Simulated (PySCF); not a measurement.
## Reproducing measurements on 1,3-cyclohexadiene

**Measured values to compare with.**

From NIST CCCBDB Release 22 (SRD 101), experimental dipoles, for the gas: dipole moment 0.437 D.

How close the calculation comes is told at the end.

Species: 1,3-cyclohexadiene, C₆H₈.
Numbering: `[CH:1]1=[CH:2][CH2:3][CH2:4][CH:5]=[CH:6]1` (hydrogens: H7 on C1; H8 on C2; H9, H10 on C3; H11, H12 on C4; H13 on C5; H14 on C6)

Structure used (PBE0-D3(BJ)/def2-SVP), in Å, numbered top down from 1:
```xyz
14
C6H8 angstrom
C      1.3700    0.6838   -0.3171
C      0.2060    1.3090   -0.5630
C     -1.0925    0.5619   -0.4469
C     -1.0239   -0.5360    0.6119
C      0.2586   -1.3144    0.5272
C      1.3851   -0.7175    0.1019
H      2.3215    1.2061   -0.4495
H      0.1945    2.3455   -0.9132
H     -1.9251    1.2489   -0.2307
H     -1.3206    0.1126   -1.4350
H     -1.0866   -0.0837    1.6226
H     -1.8961   -1.2024    0.5273
H      0.2766   -2.3507    0.8778
H      2.3326   -1.2632    0.0867
```

Runs made with PySCF (gas phase, on this PBE0-D3(BJ)/def2-SVP geometry; no spin–orbit coupling):

```csv
level,job,basis functions
"PBE0-D3(BJ)/def2-SVP, grid level 1",geometry optimisation from an MMFF94s start,124
KT3/pcSseg-2,"shieldings, ring-centre shieldings",328
HF/pcSseg-1,"shieldings, ring-centre shieldings",142
LDA/pcSseg-1,"shieldings, ring-centre shieldings",142
PBE/pcSseg-1,"shieldings, ring-centre shieldings",142
B97-2/pcSseg-1,"shieldings, ring-centre shieldings",142
LC-wPBE/pcSseg-1,"shieldings, ring-centre shieldings",142
WP04/pcSseg-1,"shieldings, ring-centre shieldings",142
PBE0/cc-pVDZ,"shieldings, ring-centre shieldings, charges and field gradients",124
PBE0/pcSseg-0,"shieldings, ring-centre shieldings, charges and field gradients",70
PBE0/6-31G*,"10 singlets by full TDDFT, 4 Tamm–Dancoff triplets, polarisability",100
PBE0/def2-SVP,"10 singlets by full TDDFT, 4 Tamm–Dancoff triplets, polarisability",124
```

All basis functions are spherical.

Results beside the measurements:

**Dipole moment.** Measured: 0.437 D (NIST CCCBDB Release 22 (SRD 101), experimental dipoles).

```json
{"level": "PBE0-D3(BJ)/def2-SVP", "computed (D)": "0.466", "computed − measured (D)": "+0.029", "% (from the printed values)": "+7"}
{"level": "KT3/pcSseg-2", "computed (D)": "0.490", "computed − measured (D)": "+0.053", "% (from the printed values)": "+12"}
{"level": "HF/pcSseg-1", "computed (D)": "0.472", "computed − measured (D)": "+0.035", "% (from the printed values)": "+8"}
{"level": "LDA/pcSseg-1", "computed (D)": "0.528", "computed − measured (D)": "+0.091", "% (from the printed values)": "+21"}
{"level": "PBE/pcSseg-1", "computed (D)": "0.490", "computed − measured (D)": "+0.053", "% (from the printed values)": "+12"}
{"level": "B97-2/pcSseg-1", "computed (D)": "0.482", "computed − measured (D)": "+0.045", "% (from the printed values)": "+10"}
{"level": "LC-wPBE/pcSseg-1", "computed (D)": "0.503", "computed − measured (D)": "+0.066", "% (from the printed values)": "+15"}
{"level": "WP04/pcSseg-1", "computed (D)": "0.451", "computed − measured (D)": "+0.014", "% (from the printed values)": "+3"}
{"level": "PBE0/cc-pVDZ", "computed (D)": "0.457", "computed − measured (D)": "+0.020", "% (from the printed values)": "+5"}
{"level": "PBE0/pcSseg-0", "computed (D)": "0.445", "computed − measured (D)": "+0.008", "% (from the printed values)": "+2"}
{"level": "PBE0/6-31G*", "computed (D)": "0.407", "computed − measured (D)": "-0.030", "% (from the printed values)": "-7"}
{"level": "PBE0/def2-SVP", "computed (D)": "0.466", "computed − measured (D)": "+0.029", "% (from the printed values)": "+7"}
```

12 of the 31 levels run are shown, the closest and the furthest among them. The computed dipoles belong to one fixed geometry; measured ones are averaged over vibrations unless marked μe. Magnitudes are compared, not signs.

The geometry is computed, not the measured one. Where a level misses, the cause wasn't examined.
